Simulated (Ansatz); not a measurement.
# Preparing GaN (P6_3mc) as a host crystal, part 2 of 3

Aim: the runs on the perfect crystal GaN (P6_3mc) that a defect calculation needs first.

Ansatz 0.2.0; plane-wave PAW DFT, PBEsol; relaxation of the host's cell and atoms; PAW set soft_1 (the session's first sound run).

So far. Step 3 (Dielectric tensors of the host): The principal values of the electronic dielectric tensor are 5.83, 5.83 and 6.02. The principal values of the static dielectric tensor are 10.10, 10.10 and 11.18.

### Step 4. Defect free supercell relaxed in its symmetry

This cell, the one that will hold the defects, is built from the relaxed host. Its coarser k-points can move the atoms a little, so it is relaxed from the symmetric sites, as the reference for the test of stability.

This step: plane-wave PAW DFT, PBEsol; relaxation of the defect-free supercell in its symmetry; PAW set soft_1 (Ansatz 0.2.0).

System of this step: GaN (P6_3mc). The cell holds 72 atoms: 36 Ga and 36 N. Its edges and angles: a = 9.549 Å, b = 9.549 Å, c = 10.371 Å, α = 90.0°, β = 90.0°, γ = 120.0°.

Input file pristine.symmetric/input.yaml:

```yaml
crystal:
  lattice:
    - [9.5485853641, 0.0, 0.0]
    - [-4.774292682, 8.2693174955, 0.0]
    - [0.0, 0.0, 10.3709235306]
  atoms:
    - { symbol: Ga, position: [0.2222222222, 0.1111111111, 0.2495896206] }
    - { symbol: Ga, position: [0.1111111111, 0.2222222222, 0.4995896206] }
    - { symbol: "N", position: [0.2222222222, 0.1111111111, 0.4379103794] }
    - { symbol: "N", position: [0.1111111111, 0.2222222222, 0.1879103794] }
    - { symbol: Ga, position: [0.2222222222, 0.1111111111, 0.7495896206] }
    - { symbol: Ga, position: [0.1111111111, 0.2222222222, 0.9995896206] }
    - { symbol: "N", position: [0.2222222222, 0.1111111111, 0.9379103794] }
    - { symbol: "N", position: [0.1111111111, 0.2222222222, 0.6879103794] }
    - { symbol: Ga, position: [0.2222222222, 0.4444444444, 0.2495896206] }
    - { symbol: Ga, position: [0.1111111111, 0.5555555556, 0.4995896206] }
    - { symbol: "N", position: [0.2222222222, 0.4444444444, 0.4379103794] }
    - { symbol: "N", position: [0.1111111111, 0.5555555556, 0.1879103794] }
    - { symbol: Ga, position: [0.2222222222, 0.4444444444, 0.7495896206] }
    - { symbol: Ga, position: [0.1111111111, 0.5555555556, 0.9995896206] }
    - { symbol: "N", position: [0.2222222222, 0.4444444444, 0.9379103794] }
    - { symbol: "N", position: [0.1111111111, 0.5555555556, 0.6879103794] }
    - { symbol: Ga, position: [0.2222222222, 0.7777777778, 0.2495896206] }
    - { symbol: Ga, position: [0.1111111111, 0.8888888889, 0.4995896206] }
    - { symbol: "N", position: [0.2222222222, 0.7777777778, 0.4379103794] }
    - { symbol: "N", position: [0.1111111111, 0.8888888889, 0.1879103794] }
    - { symbol: Ga, position: [0.2222222222, 0.7777777778, 0.7495896206] }
    - { symbol: Ga, position: [0.1111111111, 0.8888888889, 0.9995896206] }
    - { symbol: "N", position: [0.2222222222, 0.7777777778, 0.9379103794] }
    - { symbol: "N", position: [0.1111111111, 0.8888888889, 0.6879103794] }
    - { symbol: Ga, position: [0.5555555556, 0.1111111111, 0.2495896206] }
    - { symbol: Ga, position: [0.4444444444, 0.2222222222, 0.4995896206] }
    - { symbol: "N", position: [0.5555555556, 0.1111111111, 0.4379103794] }
    - { symbol: "N", position: [0.4444444444, 0.2222222222, 0.1879103794] }
    - { symbol: Ga, position: [0.5555555556, 0.1111111111, 0.7495896206] }
    - { symbol: Ga, position: [0.4444444444, 0.2222222222, 0.9995896206] }
    - { symbol: "N", position: [0.5555555556, 0.1111111111, 0.9379103794] }
    - { symbol: "N", position: [0.4444444444, 0.2222222222, 0.6879103794] }
    - { symbol: Ga, position: [0.5555555556, 0.4444444444, 0.2495896206] }
    - { symbol: Ga, position: [0.4444444444, 0.5555555556, 0.4995896206] }
    - { symbol: "N", position: [0.5555555556, 0.4444444444, 0.4379103794] }
    - { symbol: "N", position: [0.4444444444, 0.5555555556, 0.1879103794] }
    - { symbol: Ga, position: [0.5555555556, 0.4444444444, 0.7495896206] }
    - { symbol: Ga, position: [0.4444444444, 0.5555555556, 0.9995896206] }
    - { symbol: "N", position: [0.5555555556, 0.4444444444, 0.9379103794] }
    - { symbol: "N", position: [0.4444444444, 0.5555555556, 0.6879103794] }
    - { symbol: Ga, position: [0.5555555556, 0.7777777778, 0.2495896206] }
    - { symbol: Ga, position: [0.4444444444, 0.8888888889, 0.4995896206] }
    - { symbol: "N", position: [0.5555555556, 0.7777777778, 0.4379103794] }
    - { symbol: "N", position: [0.4444444444, 0.8888888889, 0.1879103794] }
    - { symbol: Ga, position: [0.5555555556, 0.7777777778, 0.7495896206] }
    - { symbol: Ga, position: [0.4444444444, 0.8888888889, 0.9995896206] }
    - { symbol: "N", position: [0.5555555556, 0.7777777778, 0.9379103794] }
    - { symbol: "N", position: [0.4444444444, 0.8888888889, 0.6879103794] }
    - { symbol: Ga, position: [0.8888888889, 0.1111111111, 0.2495896206] }
    - { symbol: Ga, position: [0.7777777778, 0.2222222222, 0.4995896206] }
    - { symbol: "N", position: [0.8888888889, 0.1111111111, 0.4379103794] }
    - { symbol: "N", position: [0.7777777778, 0.2222222222, 0.1879103794] }
    - { symbol: Ga, position: [0.8888888889, 0.1111111111, 0.7495896206] }
    - { symbol: Ga, position: [0.7777777778, 0.2222222222, 0.9995896206] }
    - { symbol: "N", position: [0.8888888889, 0.1111111111, 0.9379103794] }
    - { symbol: "N", position: [0.7777777778, 0.2222222222, 0.6879103794] }
    - { symbol: Ga, position: [0.8888888889, 0.4444444444, 0.2495896206] }
    - { symbol: Ga, position: [0.7777777778, 0.5555555556, 0.4995896206] }
    - { symbol: "N", position: [0.8888888889, 0.4444444444, 0.4379103794] }
    - { symbol: "N", position: [0.7777777778, 0.5555555556, 0.1879103794] }
    - { symbol: Ga, position: [0.8888888889, 0.4444444444, 0.7495896206] }
    - { symbol: Ga, position: [0.7777777778, 0.5555555556, 0.9995896206] }
    - { symbol: "N", position: [0.8888888889, 0.4444444444, 0.9379103794] }
    - { symbol: "N", position: [0.7777777778, 0.5555555556, 0.6879103794] }
    - { symbol: Ga, position: [0.8888888889, 0.7777777778, 0.2495896206] }
    - { symbol: Ga, position: [0.7777777778, 0.8888888889, 0.4995896206] }
    - { symbol: "N", position: [0.8888888889, 0.7777777778, 0.4379103794] }
    - { symbol: "N", position: [0.7777777778, 0.8888888889, 0.1879103794] }
    - { symbol: Ga, position: [0.8888888889, 0.7777777778, 0.7495896206] }
    - { symbol: Ga, position: [0.7777777778, 0.8888888889, 0.9995896206] }
    - { symbol: "N", position: [0.8888888889, 0.7777777778, 0.9379103794] }
    - { symbol: "N", position: [0.7777777778, 0.8888888889, 0.6879103794] }
basis:
  ecutwfc: 420
  xc_grid: 2
hamiltonian:
  xc: pbesol
  pseudopotentials: { kind: paw, azcp: { folder: soft_1 }, xc_functional: pbe }
kpoints:
  mp_grid: { grid: [1, 1, 1] }
scf:
  occupations: { method: fermi_dirac, width: 0.01 }
  max_iter: 100
  lower_state_search: "off"
output:
  forces: true
relax:
  f_tol: 0.015
  max_steps: 60
  escape_saddle: false
checkpoint:
  write: "../pristine.symmetric.run"
  compress: false
  write_wavefunctions: false
  write_every: 100000
```

The run is started by

```bash
> ansatz run input.yaml --threads 32 --pin off --max-ram 84787MiB --backend cuda --events-out ev --progress --plain --runs-dir out --max-vram 78GiB
```

Numbers of over 12 decimals in the logs are rounded to 6 here.

What it wrote:

```text
[...]
device memory: the entry about to start is reckoned to put 3.3 GiB on a device that reports 182.5 GiB free (of which the cap on the GPU budget leaves the run 78.0 GiB)
GPU FFT provider: cuFFT
GPU libraries: cuBLAS 13.8.1, cuFFT 12.4.0, cuSOLVER 12.3.2
GPU matrix products: emulated (plane waves: as basis.precision tells), large ones in fixed point in workspaces of 1.00 GiB
Crystal: 72 atoms, lattice volume = 818.891 Å³
Basis set: ecut = 420 eV, 15995 PW (Γ), exchange–correlation on 128×128×144 points (8 copies of the dense FFT grid, shifted against one another)
Bands: 396, of which v1, the nominal top of the filled ones, is band 324 counted from 1 (323 counted from 0)
Symmetry: 216 space group operations
[...]
k-points: 1
[...]
GPU buffer pool allocated for 294912 grid points (all kernels)
GPU transforms: local potential and band sums: pruned to the plane-wave sphere, on 64×64×72
[...]
SCF iter   1: F=—  HF=-148439.882456 eV  |Δ(HF+E_count)|=         —  Δρ=1.07e-1  dr2=8.15e1  Hψ=1221
[...]
SCF iter   9: F=-148417.012370 eV  HF=-148417.012370 eV  |Δ(HF+E_count)|=   2.76e-6  Δρ=2.22e-6  dr2=3.93e-8  Hψ=1048
SCF 1 converged in 9 iterations: F = -148417.012370 eV  dr2 = 3.93e-8
[...]
relax step   1: F+E_penalty+E_count = -148417.01237017 eV  Δ(F+E_penalty+E_count) = +0.000e0 eV  max|allowed force component| = 1.398e-2 eV/Å  Δτ_max = 0.0000 Å  (9 SCF iters, dr2 threshold 5.63e-6 eV, accepted)
[...]
SCF iter   3: F=-148417.012370 eV  HF=-148417.012370 eV  |Δ(HF+E_count)|=   1.01e-8  Δρ=6.13e-7  dr2=2.63e-9  Hψ=1226
SCF 2 converged in 3 iterations: F = -148417.012370 eV  dr2 = 2.63e-9
relax step   2: F+E_penalty+E_count = -148417.01237040 eV  Δ(F+E_penalty+E_count) = -2.332e-7 eV  max|allowed force component| = 1.398e-2 eV/Å  Δτ_max = 0.0000 Å  (3 SCF iters, accepted)
SCF converged after 3 iterations
Free energy (F): -148417.012370 eV
[...]
Internal energy: -148417.012370 eV  (E = F + TS)
E sigma→0 (E₀):  -148417.012370 eV
Fermi energy:    10.619373 eV
[...]
--- Forces (eV/Å), atoms counted from 1 ---
  atom   1  Ga    -0.00000000     0.00000000     0.01397951
  atom   2  Ga    -0.00000000     0.00000000     0.01397951
  atom   3  N     -0.00000000     0.00000000    -0.01397577
  atom   4  N      0.00000000     0.00000000    -0.01397577
  atom   5  Ga    -0.00000000     0.00000000     0.01397951
  atom   6  Ga    -0.00000000     0.00000000     0.01397951
  [... 66 more lines of this table ...]
  max |Σ_I F_I| component: 1.35e-4 eV/Å
--- Relaxed structure (2 steps of the walk, 2 accepted, 0 SCFs on fresh bases) ---
  F+E_penalty+E_count = -148417.01237040 eV   max|allowed force component| = 1.398e-2 eV/Å
  atoms:
    - { symbol: Ga, position: [0.222222, 0.111111, 0.2495896206] }
    - { symbol: Ga, position: [0.111111, 0.222222, 0.499590] }
    - { symbol: N, position: [0.222222, 0.111111, 0.4379103794] }
    - { symbol: N, position: [0.111111, 0.222222, 0.1879103794] }
    - { symbol: Ga, position: [0.222222, 0.111111, 0.7495896206] }
    - { symbol: Ga, position: [0.111111, 0.222222, 0.999590] }
  [... 66 more lines of this table ...]
```

The job ended after 1.6 s (1 × NVIDIA GB200 with 32 threads of Arm Neoverse V2, shared host; peak memory 1.2 GiB; 4.4 s of CPU time).

Hardly anything moved in the relaxation; the energy changed by under 0.2 meV an atom.

### Step 5. Defect free supercell relaxed from displaced atoms

This step: plane-wave PAW DFT, PBEsol; relaxation of the defect-free supercell from random displacements, a test of the host's stability; PAW set soft_1 (Ansatz 0.2.0).

pristine.rattled/input.yaml, as its differences from pristine.symmetric/input.yaml of step 4:

```diff
@@ -94,6 +94,6 @@
   f_tol: 0.015
-  max_steps: 60
-  escape_saddle: false
+  max_steps: 120
+  random_displacement: { amplitude: 0.06, seed: 3215 }
 checkpoint:
-  write: "../pristine.symmetric.run"
+  write: "../pristine.rattled.run"
   compress: false
```

What it wrote:

```text
[...]
Crystal: 72 atoms, lattice volume = 818.891 Å³
Basis set: ecut = 420 eV, 15995 PW (Γ), exchange–correlation on 128×128×144 points (8 copies of the dense FFT grid, shifted against one another)
Bands: 396, of which v1, the nominal top of the filled ones, is band 324 counted from 1 (323 counted from 0)
Symmetry: 1 space group operations
k-points: 1
[...]
SCF iter   1: F=—  HF=-148437.877903 eV  |Δ(HF+E_count)|=         —  Δρ=1.08e-1  dr2=8.27e1  Hψ=1221
[...]
SCF iter   2: F=—  HF=-148417.123492 eV  |Δ(HF+E_count)|=    2.08e1  Δρ=4.72e-2  dr2=9.97e0  Hψ=783
[...]
SCF iter   9: F=-148414.738484 eV  HF=-148414.738484 eV  |Δ(HF+E_count)|=   5.41e-6  Δρ=1.11e-5  dr2=9.70e-7  Hψ=1368
SCF 1 converged in 9 iterations: F = -148414.738484 eV  dr2 = 9.70e-7
[...]
relax step   1: F+E_penalty+E_count = -148414.73848364 eV  Δ(F+E_penalty+E_count) = +0.000e0 eV  max|allowed force component| = 1.792e0 eV/Å  Δτ_max = 0.0000 Å  (9 SCF iters, dr2 threshold 5.63e-6 eV, accepted)
[...]
relax step   2: F+E_penalty+E_count = -148416.33181291 eV  Δ(F+E_penalty+E_count) = -1.593e0 eV  max|allowed force component| = 1.108e0 eV/Å  Δτ_max = 0.0550 Å  (6 SCF iters, dr2 threshold 1.00e-4 eV, accepted)
relax step   3: F+E_penalty+E_count = -148417.01257534 eV  Δ(F+E_penalty+E_count) = -6.808e-1 eV  max|allowed force component| = 1.581e-2 eV/Å  Δτ_max = 0.0537 Å  (6 SCF iters, dr2 threshold 7.67e-5 eV, accepted)
relax step   4: F+E_penalty+E_count = -148417.01257931 eV  Δ(F+E_penalty+E_count) = -3.967e-6 eV  max|allowed force component| = 1.520e-2 eV/Å  Δτ_max = 0.0000 Å  (4 SCF iters, accepted)
[...]
SCF iter   1: F=—  HF=-148417.010230 eV  |Δ(HF+E_count)|=         —  Δρ=1.46e-4  dr2=6.04e-5  Hψ=792
[...]
SCF iter   5: F=-148417.012674 eV  HF=-148417.012674 eV  |Δ(HF+E_count)|=   1.27e-8  Δρ=1.79e-6  dr2=3.27e-8  Hψ=1241
SCF 5 converged in 5 iterations: F = -148417.012674 eV  dr2 = 3.27e-8
[...]
relax step   5: F+E_penalty+E_count = -148417.01267363 eV  Δ(F+E_penalty+E_count) = -9.432e-5 eV  max|allowed force component| = 2.244e-4 eV/Å  Δτ_max = 0.0010 Å  (5 SCF iters, accepted)
SCF converged after 5 iterations
Free energy (F): -148417.012674 eV
[...]
Internal energy: -148417.012674 eV  (E = F + TS)
E sigma→0 (E₀):  -148417.012674 eV
Fermi energy:    10.619880 eV
[...]
--- Forces (eV/Å), atoms counted from 1 ---
  atom   1  Ga     0.00008225     0.00007373    -0.00011775
  atom   2  Ga     0.00006418    -0.00006461     0.00006833
  atom   3  N     -0.00001987     0.00007169     0.00004235
  atom   4  N      0.00001234     0.00000777     0.00005611
  atom   5  Ga     0.00002233    -0.00000950     0.00004008
  atom   6  Ga     0.00001697    -0.00013699     0.00007742
  [... 66 more lines of this table ...]
  max |Σ_I F_I| component: 9.44e-5 eV/Å
--- Relaxed structure (5 steps of the walk, 5 accepted, 0 SCFs on fresh bases) ---
  F+E_penalty+E_count = -148417.01267363 eV   max|allowed force component| = 2.244e-4 eV/Å
  atoms:
    - { symbol: Ga, position: [0.222169, 0.111220, 0.250382] }
    - { symbol: Ga, position: [0.111058, 0.222330, 0.500381] }
    - { symbol: N, position: [0.222169, 0.111217, 0.438586] }
    - { symbol: N, position: [0.111060, 0.222332, 0.188586] }
    - { symbol: Ga, position: [0.222170, 0.111218, 0.750380] }
    - { symbol: Ga, position: [0.111061, 0.222333, 1.000381] }
  [... 66 more lines of this table ...]
```

Wall time 3 s (1 × NVIDIA GB200 with 32 threads); peak memory 1.2 GiB; 11 s of CPU time.

Relaxation path:

```csv
step,energy less that of the first step (eV),largest force component (eV/Å)
1,0.0000,1.7923
2,-1.5933,1.1080
3,-2.2741,0.0158
4,-2.2741,0.0152
5,-2.2742,0.0002
```

The relaxation ends 32 meV an atom lower than the displaced start, with a largest force component of 2.2e-4 eV/Å.

### Step 6. Host on a dense mesh

This step: plane-wave PAW DFT, PBEsol; single point of the defect-free host, a test of the k-point sampling; PAW set soft_1 (Ansatz 0.2.0).

System of this step: GaN (P6_3mc). The structure is hexagonal, space group P6_3mc (No. 186). The conventional cell has a = 3.183 Å, b = 3.183 Å, c = 5.185 Å, α = 90.00°, β = 90.00°, γ = 120.00°. Nearest to Ga lie 4 N at 1.95 Å. Nearest to N lie 4 Ga at 1.95 Å. Farther neighbours and most contacts between anions are not listed.

Input file dense/input.yaml:

```yaml
crystal:
  lattice:
    - [3.182861788, 0.0, 0.0]
    - [-1.591430894, 2.7564391652, 0.0]
    - [0.0, 0.0, 5.1854617653]
  atoms:
    - { symbol: Ga, position: [0.6666666667, 0.3333333333, 0.4991792411] }
    - { symbol: Ga, position: [0.3333333333, 0.6666666667, 0.9991792411] }
    - { symbol: "N", position: [0.6666666667, 0.3333333333, 0.8758207589] }
    - { symbol: "N", position: [0.3333333333, 0.6666666667, 0.3758207589] }
basis:
  ecutwfc: 420
  xc_grid: 2
hamiltonian:
  xc: pbesol
  pseudopotentials: { kind: paw, azcp: { folder: soft_1 }, xc_functional: pbe }
kpoints:
  mp_grid: { grid: [10, 10, 6] }
scf:
  occupations: { method: fermi_dirac, width: 0.01 }
  max_iter: 100
  lower_state_search: "off"
checkpoint:
  write: "../dense.run"
  compress: false
  write_wavefunctions: false
  write_every: 100000
```

The run is started by

```bash
> ansatz run input.yaml --threads 32 --pin off --max-ram 84787MiB --backend cpu --events-out ev --progress --plain --runs-dir out
```

What it wrote:

```text
[...]
Crystal: 4 atoms, lattice volume = 45.494 Å³
Basis set: ecut = 420 eV, 893 PW (Γ), exchange–correlation on 48×48×72 points (8 copies of the dense FFT grid, shifted against one another)
Bands: 22, of which v1, the nominal top of the filled ones, is band 18 counted from 1 (17 counted from 0)
Symmetry: 12 space group operations
[...]
k-points: 56 of 600 (time reversal used)
[...]
SCF iter   1: F=—  HF=-8246.860127 eV  |Δ(HF+E_count)|=         —  Δρ=1.04e-1  dr2=4.20e0  Hψ=4966
[...]
SCF iter   9: F=-8245.700525 eV  HF=-8245.700525 eV  |Δ(HF+E_count)|=   1.36e-7  Δρ=2.05e-6  dr2=1.75e-9  Hψ=2733
SCF 1 converged in 9 iterations: F = -8245.700525 eV  dr2 = 1.75e-9
[...]
SCF converged after 9 iterations
Free energy (F): -8245.700525 eV
[...]
Internal energy: -8245.700525 eV  (E = F + TS)
E sigma→0 (E₀):  -8245.700525 eV
Fermi energy:    10.550315 eV
[...]
```

Run time: 0.46 s. Hardware: 32 threads; peak memory 0.18 GiB; 7.1 s of CPU time.

### Step 7. Defect free supercell at the zone centre

The supercell is run at the zone centre, to see how far that sampling misses the dense mesh.

System of this step: GaN (P6_3mc). The cell holds 72 atoms: 36 Ga and 36 N. Its edges and angles: a = 9.549 Å, b = 9.549 Å, c = 10.371 Å, α = 90.0°, β = 90.0°, γ = 120.0°.

pristine.sampling_gamma/input.yaml, as its differences from pristine.rattled/input.yaml of step 5:

```diff
@@ -90,10 +90,4 @@
   lower_state_search: "off"
-output:
-  forces: true
-relax:
-  f_tol: 0.015
-  max_steps: 120
-  random_displacement: { amplitude: 0.06, seed: 3215 }
 checkpoint:
-  write: "../pristine.rattled.run"
+  write: "../pristine.sampling_gamma.run"
   compress: false
```

The run is started by

```bash
> ansatz run input.yaml --threads 32 --pin off --max-ram 84787MiB --backend cuda --events-out ev --progress --plain --runs-dir out --max-vram 78GiB
```

What it wrote:

```text
[...]
GPU FFT provider: cuFFT
GPU libraries: cuBLAS 13.8.1, cuFFT 12.4.0, cuSOLVER 12.3.2
[...]
Crystal: 72 atoms, lattice volume = 818.891 Å³
Basis set: ecut = 420 eV, 15995 PW (Γ), exchange–correlation on 128×128×144 points (8 copies of the dense FFT grid, shifted against one another)
Bands: 396, of which v1, the nominal top of the filled ones, is band 324 counted from 1 (323 counted from 0)
Symmetry: 216 space group operations
[...]
k-points: 1
[...]
GPU buffer pool allocated for 294912 grid points (all kernels)
[...]
SCF iter   1: F=—  HF=-148439.882453 eV  |Δ(HF+E_count)|=         —  Δρ=1.07e-1  dr2=8.15e1  Hψ=1221
[...]
SCF iter   5: F=—  HF=-148416.998548 eV  |Δ(HF+E_count)|=   2.32e-2  Δρ=2.66e-3  dr2=3.38e-2  Hψ=655
automatic band count: iteration 5 solves 375 bands in place of 396: the levels show a gap, and the empty bands left out lie too high to hold charge; the band table lists the bands solved (type scf.n_extra_bands for more)
SCF iter   6: F=—  HF=-148417.011900 eV  |Δ(HF+E_count)|=   1.34e-2  Δρ=8.45e-4  dr2=4.02e-3  Hψ=656
[...]
SCF iter  10: F=-148417.012370 eV  HF=-148417.012370 eV  |Δ(HF+E_count)|=   1.68e-8  Δρ=4.56e-7  dr2=1.32e-9  Hψ=1024
SCF 1 converged in 10 iterations: F = -148417.012370 eV  dr2 = 1.32e-9
[...]
SCF converged after 10 iterations
Free energy (F): -148417.012370 eV
[...]
Internal energy: -148417.012370 eV  (E = F + TS)
E sigma→0 (E₀):  -148417.012370 eV
Fermi energy:    10.619380 eV
[...]
```

It took 1.3 s on 1 × NVIDIA GB200 with 32 threads; peak memory 1.1 GiB.

(Part 2 of 3 ends here.)

[Logs are printed without paths, hosts, clocks, repeated set-up lines and the standing remarks that a program may print on its own settings, such as how far it seeks lower states.]

[Hosts, paths, dates, database ids (printed as entryN), source tags and the programs' standing remarks are cut or masked in the printed files.]

[Runs of the host that timed out are not shown.]

[For some hosts the program warned that the k-mesh of the response run may be too coarse for force constants and the static dielectric constant; such warnings are not always shown.]

[The program warned that the k-mesh of a response run behind this text may be too coarse: force constants, and the static dielectric constant and all else formed from them, are not shown converged.]
